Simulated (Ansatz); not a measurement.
# Gaps and decay in ZnSe/MgS stacks, part 2 of 7

Aim: gap, minibands and decay constants of ZnSe/MgS superlattices of several periods. The crystals are ZnSe zinc blende(001) and MgS zinc blende(001), on a common net of side 4.059 Å (+0.0 % and +0.7 % against typed lattice constants near PBE's). Layer spacings come from each crystal relaxed along the normal on that net, and the joins take bond lengths estimated from both crystals. The stacks are then relaxed. The first steps treat the bulk crystals alone.

Ansatz 0.2.0; PBE DFT, plane waves, PAW files (the session's first sound run).

So far, gap on path (eV): step 3 (band edges, strain 0, crystal ZnSe zinc blende(001)) 1.14.

## Step 4: Relaxing along the normal, strain 0.007, crystal MgS zinc blende(001)

System of this step: MgS. It takes space group I-4m2 (No. 119, tetragonal). The conventional cell has a = 4.059 Å, b = 4.059 Å, c = 5.672 Å, α = 90.00°, β = 90.00°, γ = 90.00°. Nearest to Mg lie 4 S at 2.48 Å. Nearest to S lie 4 Mg at 2.48 Å. Farther neighbours and most contacts between anions are not listed.

The crystal is held to the common net and relaxed along the normal.

File input.yaml:

```yaml
crystal:
  lattice:
    - [4.058792924, 0.0, 0.0]
    - [0.0, 4.058792924, 0.0]
    - [0.0, 0.0, 5.672]
  atoms:
    - { symbol: Mg, position: [0.0, 0.0, 0.0] }
    - { symbol: S, position: [0.5, 0.0, 0.25] }
    - { symbol: Mg, position: [0.5, 0.5, 0.5] }
    - { symbol: S, position: [0.0, 0.5, 0.75] }
kpoints:
  mp_grid: { grid: [6, 6, 4] }
scf:
  occupations: { method: fixed }
  max_iter: 120
hamiltonian:
  xc: pbe
output: {}
relax:
  f_tol: 0.01
  max_steps: 40
  cell: { fix: [a, b, angles] }
```

The run is started by

```console
> ansatz run input.yaml --threads 8 --pin off --max-ram 20480MiB --backend cpu --events-out ev --progress --plain --runs-dir out
```

Numbers of over 12 decimals in the logs are rounded to 6 here.

What it wrote:

```text
[...]
Crystal: 4 atoms, lattice volume = 93.439 Å³
Basis set: ecut = 420 eV, 1859 PW (Γ), exchange–correlation on 60×60×80 points (8 copies of the dense FFT grid, shifted against one another)
Bands: 20, of which v1, the nominal top of the filled ones, is band 16 counted from 1 (15 counted from 0)
Symmetry: 16 space group operations
[...]
k-points: 30 of 144 (time reversal used)
[...]
SCF iter   1: F=—  HF=-5657.441273 eV  |F-HF|=—  |Δ(HF+E_count)|=         —  Δρ=4.93e-4  dr2=1.16e-4  ethr=1.77e-3  ⟨swp⟩=5.0  Hψ=2575  notcnv=0  defer=59
[...]
SCF iter   6: F=-5657.438986 eV  HF=-5657.438986 eV  |F-HF|=4.09e-8  |Δ(HF+E_count)|=   7.22e-8  Δρ=8.06e-6  dr2=6.59e-8  ethr=3.13e-10  ⟨swp⟩=3.1  Hψ=2560  notcnv=0
SCF 1 converged in 6 iterations: F = -5657.438986 eV  dr2 = 6.59e-8
[...]
relax step   1: F+E_penalty+E_count = -5657.43898630 eV  Δ(F+E_penalty+E_count) = +0.000e0 eV  max|allowed force component| = 1.756e-17 eV/Å  Δτ_max = 0.0000 Å  P = -0.565 GPa  Ω = 93.439 Å³  fix = [a, b, alpha, beta, gamma]  reactions: a -0.648, b -0.648 GPa  (6 SCF iters, dr2 threshold 1.00e-7 eV, accepted)
Crystal: 4 atoms, lattice volume = 93.090 Å³
Basis set: ecut = 420 eV, 1843 PW (Γ), exchange–correlation on 60×60×80 points (8 copies of the dense FFT grid, shifted against one another)
[...]
SCF iter   4: F=-5657.439594 eV  HF=-5657.439594 eV  |F-HF|=6.82e-8  |Δ(HF+E_count)|=   6.82e-7  Δρ=6.21e-6  dr2=3.07e-8  ethr=1.24e-9  ⟨swp⟩=4.0  Hψ=2036  notcnv=0
SCF 2 converged in 4 iterations: F = -5657.439594 eV  dr2 = 3.07e-8
relax step   2: F+E_penalty+E_count = -5657.43959398 eV  Δ(F+E_penalty+E_count) = -6.077e-4 eV  max|allowed force component| = 2.266e-17 eV/Å  Δτ_max = 0.0000 Å  P = -0.368 GPa  Ω = 93.090 Å³  energy of the carried Pulay correction = +7.532e-6 eV  fix = [a, b, alpha, beta, gamma]  reactions: a -0.476, b -0.476 GPa  (4 SCF iters, dr2 threshold 3.96e-7 eV, accepted)
Crystal: 4 atoms, lattice volume = 92.874 Å³
[...]
SCF iter   4: F=-5657.439702 eV  HF=-5657.439702 eV  |F-HF|=2.71e-8  |Δ(HF+E_count)|=   2.68e-7  Δρ=3.89e-6  dr2=1.17e-8  ethr=1.81e-10  ⟨swp⟩=4.8  Hψ=2126  notcnv=0
SCF 3 converged in 4 iterations: F = -5657.439702 eV  dr2 = 1.17e-8
relax step   3: F+E_penalty+E_count = -5657.43970219 eV  Δ(F+E_penalty+E_count) = -1.082e-4 eV  max|allowed force component| = 3.057e-17 eV/Å  Δτ_max = 0.0000 Å  P = -0.245 GPa  Ω = 92.874 Å³  energy of the carried Pulay correction = +1.221e-5 eV  fix = [a, b, alpha, beta, gamma]  reactions: a -0.367, b -0.367 GPa  (4 SCF iters, dr2 threshold 5.80e-8 eV, accepted)
[...]
SCF iter   1: F=—  HF=-5657.439540 eV  |F-HF|=—  |Δ(HF+E_count)|=         —  Δρ=4.81e-6  dr2=2.00e-8  ethr=4.43e-7  ⟨swp⟩=2.9  Hψ=3971  notcnv=0  defer=60
eigensolver tolerance schedule: the retry pair's looser diagonalisation over-reported the residual by 7108.27 of it (diagonalisation noise at an unbounded share of the residual, at the tolerance the schedule requests for it); recorded, not acted on — ethr = c·dr2/N_el stays at c = 1.0e-1
[...]
SCF iter   2: F=—  HF=-5657.439691 eV  |F-HF|=—  |Δ(HF+E_count)|=   1.51e-4  Δρ=3.39e-6  dr2=8.89e-9  ethr=6.24e-11  ⟨swp⟩=3.0  Hψ=1308  notcnv=0  defer=59
[...]
SCF iter   6: F=-5657.439691 eV  HF=-5657.439691 eV  |F-HF|=0.00e0  |Δ(HF+E_count)|=  6.37e-12  Δρ=4.43e-8  dr2=1.82e-12  ethr=1.00e-12  ⟨swp⟩=4.0  Hψ=1839  notcnv=0
SCF 4 converged in 6 iterations: F = -5657.439691 eV  dr2 = 1.82e-12
relax step   4: F+E_penalty+E_count = -5657.43969077 eV  Δ(F+E_penalty+E_count) = +1.142e-5 eV  max|allowed force component| = 3.383e-17 eV/Å  Δτ_max = 0.0000 Å  P = -0.245 GPa  Ω = 92.874 Å³  fix = [a, b, alpha, beta, gamma]  reactions: a -0.367, b -0.367 GPa  stress off target by 6.45e-4 GPa on what of the cell is left free  SCF on the basis re-selected at this cell (its energy is not comparable with the rows above)  (6 SCF iters)
[...]
SCF converged after 6 iterations
Free energy (F): -5657.439691 eV
[...]
Internal energy: -5657.439691 eV  (E = F + TS)
E sigma→0 (E₀):  -5657.439691 eV
Fermi energy:    2.972734 eV
[...]
--- Stress (GPa, compression-positive) ---
       -0.367023       0.000000       0.000000
        0.000000      -0.367023      -0.000000
        0.000000      -0.000000      -0.000645
  P = ⅓ Tr σ = -0.2449 GPa (-2.449 kbar)
--- Relaxed structure (3 steps of the walk, 3 accepted, 1 SCFs on fresh bases) ---
[...]
cell:  # Å, volume = 92.8743 Å³
    - [4.058792924, 0.0, 0]
    - [0.0, 4.058792924, 0]
    - [0, 0, 5.637696]
  atoms:
    - { symbol: Mg, position: [0, 0, 0] }
    - { symbol: S, position: [0.5, 0, 0.25] }
    - { symbol: Mg, position: [0.5, 0.5, 0.5] }
    - { symbol: S, position: [0, 0.5, 0.750000] }
```

Elapsed: 4.5 s, on 8 threads of Intel Xeon at 2.70GHz, shared host; peak memory 0.5 GiB.

The steps of the relaxation:

| step | energy less that of the first step (eV) | largest force component (eV/Å) | pressure (GPa) | volume (Å³) |
| --- | --- | --- | --- | --- |
| 1 | 0.0000 | 0.0000 | -0.56 | 93.44 |
| 2 | -0.0006 | 0.0000 | -0.37 | 93.09 |
| 3 | -0.0007 | 0.0000 | -0.24 | 92.87 |
| 4* | -0.0007 | 0.0000 | -0.24 | 92.87 |

Relaxation steps marked * repeat the geometry before them on a plane-wave basis chosen anew for their cell, so energy and pressure can jump there.

The run keeps the 16 symmetry operations that it works with, so distortions that break them were not tested.

| conventional cell, symmetrised | before | after | change |
| --- | --- | --- | --- |
| a (Å) | 4.059 | 4.059 | -0.0 % |
| b (Å) | 4.059 | 4.059 | -0.0 % |
| c (Å) | 5.672 | 5.638 | -0.6 % |
| volume (Å³/atom) | 23.36 | 23.22 | -0.6 % |

Final coordinates:

```xyz
4
Lattice="4.0588 0.0000 0.0000 0.0000 4.0588 0.0000 0.0000 0.0000 5.6377" Properties=species:S:1:pos:R:3 pbc="T T T"
Mg    0.0000    0.0000    0.0000
S     2.0294    0.0000    1.4094
Mg    2.0294    2.0294    2.8188
S     0.0000    2.0294    4.2283
```

This step gave:

```
free energy  : -5657.4397 eV
Fermi energy : 2.973 eV
pressure     : -0.2449 GPa
```

The cell shrank by 0.6 % in volume.

## Step 5: Band edges, strain 0.007, crystal MgS zinc blende(001)

The band edges of the next crystal.

input.yaml: that of step 4 with these lines changed.

```diff
@@ -4,3 +4,3 @@
     - [0.0, 4.058792924, 0.0]
-    - [0.0, 0.0, 5.672]
+    - [0.0, 0.0, 5.6376961776]
   atoms:
@@ -12,2 +12,3 @@
   mp_grid: { grid: [6, 6, 4] }
+  band_path: { path: [VBM, CBM], npoints: 24 }
 scf:
@@ -17,6 +18,7 @@
   xc: pbe
-output: {}
-relax:
-  f_tol: 0.01
-  max_steps: 40
-  cell: { fix: [a, b, angles] }
+output:
+  eigenvalues: true
+checkpoint:
+  write: MgS.run
+  compress: false
+  write_wavefunctions: false
```

What it wrote:

```text
[...]
Crystal: 4 atoms, lattice volume = 92.874 Å³
Basis set: ecut = 420 eV, 1843 PW (Γ)
Bands: 20, of which v1, the nominal top of the filled ones, is band 16 counted from 1 (15 counted from 0)
Symmetry: 16 space group operations
[...]
k-points: 30 of 144 (time reversal used)
[...]
SCF iter   1: F=—  HF=-5657.442351 eV  |F-HF|=—  |Δ(HF+E_count)|=         —  Δρ=5.45e-4  dr2=1.39e-4  ethr=1.77e-3  ⟨swp⟩=5.0  Hψ=2573  notcnv=0  defer=59
[...]
SCF iter   7: F=-5657.439773 eV  HF=-5657.439773 eV  |F-HF|=7.47e-9  |Δ(HF+E_count)|=   8.75e-8  Δρ=3.16e-6  dr2=1.02e-8  ethr=3.13e-10  ⟨swp⟩=6.0  Hψ=2172  notcnv=0
SCF 1 converged in 7 iterations: F = -5657.439773 eV  dr2 = 1.02e-8
[...]
SCF converged after 7 iterations
Free energy (F): -5657.439773 eV
[...]
Internal energy: -5657.439773 eV  (E = F + TS)
E sigma→0 (E₀):  -5657.439773 eV
Fermi energy:    2.972792 eV
[...]
--- Band table (eV; the first three rows and the last of 30) ---
  k-point 0: bands = [... 12 lower, 1.8892, 2.9279, 2.9279, 2.9728, 6.2931, 6.8231, 8.4686, 10.8142]
  k-point 1: bands = [... 12 lower, 2.0181, 2.2974, 2.7465, 2.7465, 7.1828, 7.2836, 8.7113, 10.2653]
  k-point 2: bands = [... 12 lower, 2.3569, 2.3569, 2.3569, 2.3569, 8.0709, 8.0709, 9.3399, 9.3399]
  k-point 29: bands = [... 12 lower, 1.1758, 1.1758, 1.6673, 1.6673, 8.5323, 8.5323, 10.7536, 10.7536]
```

Elapsed: 4.1 s, on 8 threads; peak memory 0.48 GiB; 21 s of CPU time.

Numbers from this step:

```yaml
free_energy: -5657.4398 eV
gap_on_the_k_mesh: 3.320 eV
gap_on_path: 3.320 eV, by band count; negative where bands overlap
```

Levels at VBM (eV): -2.72, -1.08, -1.08, -0.04, -0.04, 0.00, 3.32, 3.85, 5.50, 7.84.

The searched edges give 3.32 eV, as on the mesh.

## Step 6: Relaxation, stack ZnSe 2 / MgS 2, atomic layers of each crystal 2×2

System of this step: ZnSe (2) / MgS (2). The cell holds 4 atoms: 1 Zn, 1 Se, 1 Mg and 1 S. Cell: a = 4.059 Å, b = 4.059 Å, c = 5.637 Å, α = 90.0°, β = 90.0°, γ = 90.0°. Regions: 0: ZnSe, 2 atoms (1 Zn and 1 Se); 1: MgS, 2 atoms (1 Mg and 1 S). The structure's axis is c.

The stack is relaxed at a fixed cell, since the spacings at the joins were only estimated. The total length stays as laid.

File input.yaml:

```yaml
crystal:
  lattice:
    - [4.058792924, 0.0, 0.0]
    - [0.0, 4.058792924, 0.0]
    - [0.0, 0.0, 5.6365607011]
  atoms:
    - { symbol: Zn, position: [0.0, 0.0, 0.0] }
    - { symbol: Se, position: [0.5, 0.0, 0.2538350035] }
    - { symbol: Mg, position: [0.5, 0.5, 0.5553219609] }
    - { symbol: S, position: [0.0, 0.5, 0.805372323] }
kpoints:
  mp_grid: { grid: [6, 6, 4] }
scf:
  occupations: { method: fixed }
  max_iter: 120
hamiltonian:
  xc: pbe
output:
  eigenvalues: false
  forces: true
relax:
  f_tol: 0.02
  max_steps: 40
```

What it wrote:

```text
settings of this run that can trade accuracy for cost: output.eigenvalues: false. Do not mix this run's numbers with those of runs without the same settings; the input reference describes each key
[...]
Crystal: 4 atoms, lattice volume = 92.856 Å³
Basis set: ecut = 420 eV, 1843 PW (Γ), exchange–correlation on 60×60×80 points (8 copies of the dense FFT grid, shifted against one another)
Bands: 27, of which v1, the nominal top of the filled ones, is band 22 counted from 1 (21 counted from 0)
Symmetry: 4 space group operations
[...]
k-points: 48 of 144 (time reversal used)
[...]
SCF iter   1: F=—  HF=-11617.984877 eV  |F-HF|=—  |Δ(HF+E_count)|=         —  Δρ=7.18e-4  dr2=7.92e-4  ethr=1.77e-3  ⟨swp⟩=5.0  Hψ=5082  notcnv=0  defer=139
[...]
SCF iter   6: F=-11617.984543 eV  HF=-11617.984543 eV  |F-HF|=1.55e-7  |Δ(HF+E_count)|=   2.54e-6  Δρ=1.79e-5  dr2=5.02e-7  ethr=1.06e-8  ⟨swp⟩=3.0  Hψ=4491  notcnv=0
SCF 1 converged in 6 iterations: F = -11617.984543 eV  dr2 = 5.02e-7
[...]
relax step   1: F+E_penalty+E_count = -11617.98454299 eV  Δ(F+E_penalty+E_count) = +0.000e0 eV  max|allowed force component| = 8.490e-1 eV/Å  Δτ_max = 0.0000 Å  (6 SCF iters, dr2 threshold 1.00e-5 eV, accepted)
[...]
SCF iter   6: F=-11618.089700 eV  HF=-11618.089700 eV  |F-HF|=4.89e-7  |Δ(HF+E_count)|=   1.22e-5  Δρ=3.48e-5  dr2=2.67e-6  ethr=5.62e-8  ⟨swp⟩=4.0  Hψ=4529  notcnv=0
SCF 2 converged in 6 iterations: F = -11618.089700 eV  dr2 = 2.67e-6
relax step   2: F+E_penalty+E_count = -11618.08969992 eV  Δ(F+E_penalty+E_count) = -1.052e-1 eV  max|allowed force component| = 2.937e-1 eV/Å  Δτ_max = 0.0892 Å  (6 SCF iters, dr2 threshold 4.50e-5 eV, accepted)
SCF iter   1: F=—  HF=-11618.098563 eV  |F-HF|=—  |Δ(HF+E_count)|=         —  Δρ=1.45e-3  dr2=1.17e-3  ethr=1.70e-5  ⟨swp⟩=4.3  Hψ=3009  notcnv=0  defer=96
[...]
SCF iter   5: F=-11618.098166 eV  HF=-11618.098167 eV  |F-HF|=1.16e-6  |Δ(HF+E_count)|=   2.16e-6  Δρ=3.51e-5  dr2=1.75e-6  ethr=1.23e-8  ⟨swp⟩=4.1  Hψ=4559  notcnv=0
SCF 3 converged in 5 iterations: F = -11618.098166 eV  dr2 = 1.75e-6
relax step   3: F+E_penalty+E_count = -11618.09816551 eV  Δ(F+E_penalty+E_count) = -8.466e-3 eV  max|allowed force component| = 1.387e-1 eV/Å  Δτ_max = 0.0167 Å  (5 SCF iters, dr2 threshold 5.39e-6 eV, accepted)
[...]
relax step   4: F+E_penalty+E_count = -11618.10099111 eV  Δ(F+E_penalty+E_count) = -2.826e-3 eV  max|allowed force component| = 2.457e-2 eV/Å  Δτ_max = 0.0162 Å  (5 SCF iters, dr2 threshold 2.30e-6 eV, accepted)
[...]
relax step   5: F+E_penalty+E_count = -11618.10095448 eV  Δ(F+E_penalty+E_count) = +3.663e-5 eV  max|allowed force component| = 2.831e-2 eV/Å  Δτ_max = 0.0051 Å  (6 SCF iters, rejected (line search))
[...]
relax step   6: F+E_penalty+E_count = -11618.10099172 eV  Δ(F+E_penalty+E_count) = -6.110e-7 eV  max|allowed force component| = 2.452e-2 eV/Å  Δτ_max = 0.0000 Å  (6 SCF iters, accepted)
[...]
relax step   7: F+E_penalty+E_count = -11618.10095458 eV  Δ(F+E_penalty+E_count) = +3.714e-5 eV  max|allowed force component| = 2.836e-2 eV/Å  Δτ_max = 0.0051 Å  (6 SCF iters, rejected (line search))
SCF iter   1: F=—  HF=-11618.101078 eV  |F-HF|=—  |Δ(HF+E_count)|=         —  Δρ=3.12e-4  dr2=4.45e-5  ethr=9.39e-7  ⟨swp⟩=3.0  Hψ=2830  notcnv=0  defer=96
[...]
SCF iter   5: F=-11618.101080 eV  HF=-11618.101080 eV  |F-HF|=1.10e-8  |Δ(HF+E_count)|=   1.62e-7  Δρ=4.29e-6  dr2=4.04e-8  ethr=2.27e-10  ⟨swp⟩=3.0  Hψ=5135  notcnv=0
SCF 8 converged in 5 iterations: F = -11618.101080 eV  dr2 = 4.04e-8
relax step   8: F+E_penalty+E_count = -11618.10108010 eV  Δ(F+E_penalty+E_count) = -8.837e-5 eV  max|allowed force component| = 7.642e-4 eV/Å  Δτ_max = 0.0025 Å  (5 SCF iters, accepted)
SCF converged after 5 iterations
Free energy (F): -11618.101080 eV
[...]
Internal energy: -11618.101080 eV  (E = F + TS)
E sigma→0 (E₀):  -11618.101080 eV
Fermi energy:    4.804318 eV
[...]
--- Forces (eV/Å), atoms counted from 1 ---
  atom   1  Zn     0.00000000     0.00000000     0.00045508
  atom   2  Se     0.00000000     0.00000000    -0.00035937
  atom   3  Mg     0.00000000     0.00000000    -0.00078989
  atom   4  S      0.00000000     0.00000000     0.00059158
  max |Σ_I F_I| component: 1.03e-4 eV/Å
--- Relaxed structure (8 steps of the walk, 6 accepted, 0 SCFs on fresh bases) ---
  F+E_penalty+E_count = -11618.10108010 eV   max|allowed force component| = 7.642e-4 eV/Å
  atoms:
    - { symbol: Zn, position: [0.0, 0.0, 0.016031] }
    - { symbol: Se, position: [0.5, 0.0, 0.266048] }
    - { symbol: Mg, position: [0.5, 0.5, 0.543116] }
    - { symbol: S, position: [0.0, 0.5, 0.789335] }
[...]
```

Elapsed: 12 s, on 8 threads; peak memory 0.54 GiB; 72 s of CPU time.

The steps of the relaxation:

| step | energy less that of the first step (eV) | largest force component (eV/Å) |
| --- | --- | --- |
| 1 | 0.0000 | 0.8490 |
| 2 | -0.1052 | 0.2937 |
| 3 | -0.1136 | 0.1387 |
| 4 | -0.1164 | 0.0246 |
| 5 | -0.1164 | 0.0283 |
| 6 | -0.1164 | 0.0245 |
| 7 | -0.1164 | 0.0284 |
| 8 | -0.1165 | 0.0008 |

Relaxation steps 5, 7 were tried and not accepted.

Forces are held to the 4 operations that the run works with; a distortion that breaks them can't arise in this run.

The atoms that moved most (Å):

| atom | dx | dy | dz | length |
| --- | --- | --- | --- | --- |
| S4 | 0.000 | 0.000 | -0.090 | 0.090 |
| Zn1 | 0.000 | 0.000 | 0.090 | 0.090 |
| Se2 | 0.000 | 0.000 | 0.069 | 0.069 |
| Mg3 | 0.000 | 0.000 | -0.069 | 0.069 |

Numbers from this step:

| Property | Result |
| --- | --- |
| free energy | -11618.1011 eV |
| Fermi energy | 4.804 eV |

The largest force component on a free atom ends at 7.6e-4 eV/Å.

(Part 2 of 7 ends here.)

[Logs are printed without paths, hosts, clocks, repeated set-up lines and the standing remarks that a program may print on its own settings, such as how far it seeks lower states.]

[Hosts, paths, dates, database ids (printed as entryN), source tags and the programs' standing remarks are cut or masked in the printed files.]
